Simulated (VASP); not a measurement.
**MgS (strained rocksalt): a PBE single-point calculation in VASP**

INCAR

```
ISMEAR = -1
NELM = 120
NSW = 0
ENCUT = 520
LREAL = .FALSE.
NBANDS = 11
SIGMA = 0.02
LASPH = .TRUE.
LWAVE = .FALSE.
ISIF = 2
GGA = PE
IBRION = -1
PREC = Accurate
EDIFF = 1E-7
LCHARG = .FALSE.
```

KPOINTS

```
KPOINTS created by Atomic Simulation Environment
0
Gamma
8 8 8
0 0 0
```

KPOINTS_OPT

```
special points
6
Reciprocal
0.0000000000 0.0000000000 0.0000000000 1
0.5000000000 0.0000000000 0.5000000000 1
0.6250000000 0.2500000000 0.6250000000 1
0.3750000000 0.3750000000 0.7500000000 1
0.5000000000 0.5000000000 0.5000000000 1
0.5000000000 0.2500000000 0.7500000000 1
```

POSCAR

```
Mg S
 1.0000000000000000
     0.0000000000000000    2.5044813179999998    2.6015179370000001
     2.5044813179999998    0.0000000000000000    2.6015179370000001
     2.5044813179999998    2.5044813179999998    0.0000000000000000
 Mg  S
   1   1
Cartesian
  0.0000000000000000  0.0000000000000000  0.0000000000000000
  2.5044813179999998  2.5044813179999998  2.6015179369999997
```

VASP ran with the recommended PBE PAW datasets (8 valence electrons in the cell).

Command

```
mpirun -np 1 vasp_std
```

From OUTCAR

```
k-points           NKPTS =     59   k-points in BZ     NKDIM =     59   number of bands    NBANDS=     11

   NELECT =       8.0000    total number of electrons

   dimension x,y,z NGX =    28 NGY =   28 NGZ =   28
   dimension x,y,z NGXF=    56 NGYF=   56 NGZF=   56

  energy-cutoff  :      520.00
  volume of cell :       32.64
      direct lattice vectors                 reciprocal lattice vectors
     0.000000000  2.504481318  2.601517937    -0.199642136  0.199642136  0.192195484
     2.504481318  0.000000000  2.601517937     0.199642136 -0.199642136  0.192195484
     2.504481318  2.504481318  0.000000000     0.199642136  0.199642136 -0.192195484

 k-points in reciprocal lattice and weights: KPOINTS created by Atomic Simulation Env
   0.00000000  0.00000000  0.00000000       0.002
   0.12500000 -0.00000000  0.00000000       0.016
   0.25000000 -0.00000000  0.00000000       0.016
   0.37500000  0.00000000  0.00000000       0.016
   0.50000000 -0.00000000  0.00000000       0.008
   0.12500000  0.12500000  0.00000000       0.004
   0.25000000  0.12500000  0.00000000       0.016
   0.37500000  0.12500000  0.00000000       0.016
   ...

 E-fermi :   4.9722

 k-point     1 :       0.0000    0.0000    0.0000
  band No.  band energies     occupation
      1      -8.6949      2.00000
      2       4.3803      2.00000
      3       4.3803      2.00000
      4       4.5291      2.00000
      5       8.7702      0.00000
      6      12.0581      0.00000
      7      12.4745      0.00000
      8      12.4745      0.00000
      9      14.5795      0.00000
     10      15.1336      0.00000
     11      17.1561      0.00000

 k-point     2 :       0.1250   -0.0000    0.0000
  band No.  band energies     occupation
      1      -8.5248      2.00000
      2       3.3248      2.00000
      3       4.2830      2.00000
      4       4.3449      2.00000
      5       9.5238      0.00000
      6      12.0698      0.00000
      7      12.4721      0.00000
      8      12.7749      0.00000
      9      14.0753      0.00000
     10      14.4928      0.00000
     11      17.6350      0.00000

 k-point     3 :       0.2500   -0.0000    0.0000
  band No.  band energies     occupation
      1      -8.0601      2.00000
      2       1.4266      2.00000
      3       4.0401      2.00000
      4       4.0709      2.00000
      5       9.6494      0.00000
      6      12.0979      0.00000
      7      12.5699      0.00000
      8      13.1941      0.00000
      9      14.8408      0.00000
     10      14.8920      0.00000
     11      16.8837      0.00000

 k-point     4 :       0.3750    0.0000    0.0000
  band No.  band energies     occupation
      1      -7.4804      2.00000
      2      -0.1665      2.00000
      3       3.7785      2.00000
      4       3.8845      2.00000
      5       9.2301      0.00000
      6      11.4810      0.00000
      7      11.9028      0.00000
      8      15.0255      0.00000
      9      16.3931      0.00000
     10      16.8551      0.00000
     11      17.0267      0.00000

 k-point     5 :       0.5000   -0.0000    0.0000
  band No.  band energies     occupation
      1      -7.1847      2.00000
      2      -0.8180      2.00000
      3       3.6795      2.00000
      4       3.8133      2.00000
      5       9.0601      0.00000
      6      11.2520      0.00000
      7      11.6467      0.00000
      8      15.3926      0.00000
      9      17.0331      0.00000
     10      18.9486      0.00000
     11      19.2881      0.00000

 k-point     6 :       0.1250    0.1250    0.0000
  band No.  band energies     occupation
      1      -8.4830      2.00000
      2       3.4731      2.00000
      3       4.0551      2.00000
      4       4.0551      2.00000
      5       9.9173      0.00000
      6      11.1860      0.00000
      7      12.8007      0.00000
      8      13.2150      0.00000
      9      13.2150      0.00000
     10      15.3822      0.00000
     11      18.7015      0.00000

 k-point     7 :       0.2500    0.1250    0.0000
  band No.  band energies     occupation
      1      -8.1296      2.00000
      2       2.0431      2.00000
      3       3.7728      2.00000
      4       3.7759      2.00000
      5      10.3088      0.00000
      6      11.3438      0.00000
      7      11.7663      0.00000
      8      13.5596      0.00000
      9      14.4940      0.00000
     10      15.6803      0.00000
     11      18.4619      0.00000

 k-point     8 :       0.3750    0.1250    0.0000
  band No.  band energies     occupation
      1      -7.5838      2.00000
      2       0.4463      2.00000
      3       3.3228      2.00000
      4       3.5999      2.00000
      5       9.9488      0.00000
      6      10.9963      0.00000
      7      12.8583      0.00000
      8      13.1725      0.00000
      9      16.3938      0.00000
     10      17.3882      0.00000
     11      17.7740      0.00000

 k-point     9 :       0.5000    0.1250    0.0000
  band No.  band energies     occupation
      1      -7.1504      2.00000
      2      -0.5410      2.00000
      3       2.9623      2.00000
      4       3.6108      2.00000
      5       9.8345      0.00000
      6      10.7218      0.00000
      7      12.2337      0.00000
      8      15.1459      0.00000
      9      17.0108      0.00000
     10      18.6011      0.00000
     11      19.0230      0.00000

 k-point    10 :      -0.3750    0.1250    0.0000
  band No.  band energies     occupation
      1      -7.2241      2.00000
      2      -0.3928      2.00000
      3       2.8650      2.00000
      4       3.7966      2.00000
      5       9.9816      0.00000
      6      10.9841      0.00000
      7      12.0488      0.00000
      8      14.8336      0.00000
      9      16.6837      0.00000
     10      17.2414      0.00000
     11      19.9858      0.00000

 k-point    11 :      -0.2500    0.1250    0.0000
  band No.  band energies     occupation
      1      -7.7265      2.00000
      2       0.7712      2.00000
      3       3.1070      2.00000
      4       4.0737      2.00000
      5      10.3339      0.00000
      6      11.6995      0.00000
      7      12.3847      0.00000
      8      12.9160      0.00000
      9      14.5439      0.00000
     10      17.5780      0.00000
     11      17.7561      0.00000

 k-point    12 :      -0.1250    0.1250    0.0000
  band No.  band energies     occupation
      1      -8.2436      2.00000
      2       2.2573      2.00000
      3       3.7227      2.00000
      4       4.2885      2.00000
      5      10.3111      0.00000
      6      11.5926      0.00000
      7      12.7069      0.00000
      8      13.1806      0.00000
      9      13.2524      0.00000
     10      15.3810      0.00000
     11      18.0699      0.00000

 k-point    13 :       0.2500    0.2500    0.0000
  band No.  band energies     occupation
      1      -7.9113      2.00000
      2       1.7592      2.00000
      3       3.4104      2.00000
      4       3.4104      2.00000
      5       9.6880      0.00000
      6       9.8751      0.00000
      7      13.0447      0.00000
      8      15.0048      0.00000
      9      15.0048      0.00000
     10      16.0697      0.00000
     11      20.5534      0.00000

 k-point    14 :       0.3750    0.2500    0.0000
  band No.  band energies     occupation
      1      -7.4812      2.00000
      2       0.8212      2.00000
      3       2.7848      2.00000
      4       3.1856      2.00000
      5       9.1231      0.00000
      6      10.1129      0.00000
      7      13.4267      0.00000
      8      14.6853      0.00000
      9      16.7333      0.00000
     10      17.7069      0.00000
     11      20.4584      0.00000

 k-point    15 :       0.5000    0.2500    0.0000
  band No.  band energies     occupation
      1      -7.0515      2.00000
      2       0.0799      2.00000
      3       1.9060      2.00000
      4       3.1887      2.00000
      5       9.0568      0.00000
      6      11.4314      0.00000
      7      13.5753      0.00000
      8      13.7667      0.00000
      9      17.8381      0.00000
     10      19.3035      0.00000
     11      20.4070      0.00000

 k-point    16 :      -0.3750    0.2500    0.0000
  band No.  band energies     occupation
      1      -6.9458      2.00000
      2      -0.0616      2.00000
      3       1.4567      2.00000
      4       3.4178      2.00000
      5       9.5067      0.00000
      6      12.1497      0.00000
      7      13.0849      0.00000
      8      14.0611      0.00000
      9      17.1482      0.00000
     10      17.3572      0.00000
     11      19.9856      0.00000

 ...

  Total        2.0365656      2.0365656      0.8796045      0.0000000      0.0000000      0.0000000
  in kB       99.9807925     99.9807925     43.1822834      0.0000000      0.0000000      0.0000000
  external PRESSURE =      81.0479561 kB  Pullay stress =       0.0000000 kB

 POSITION                                       TOTAL-FORCE (eV/Angst)
 -----------------------------------------------------------------------------------
      0.00000      0.00000      0.00000        -0.000000      0.000000      0.000000
      2.50448      2.50448      2.60152         0.000000     -0.000000      0.000000
 -----------------------------------------------------------------------------------
    total drift:                                0.000000      0.000000      0.000000

  FREE ENERGIE OF THE ION-ELECTRON SYSTEM (eV)
  ---------------------------------------------------
  free  energy   TOTEN  =        -8.4199031680 eV

  energy  without entropy=       -8.4199031680  energy(sigma->0) =       -8.41990317
```

```
gap between bands v and c : 2.78 eV
least direct gap          : 4.24 eV
pressure                  : 8.1 GPa
```

Band v is the last that the valence electrons fill when counted band by band, and c is the next.

The run took about 29 s on one core of a shared host (Intel Xeon Platinum 8488C) and held 0.18 GiB at most.
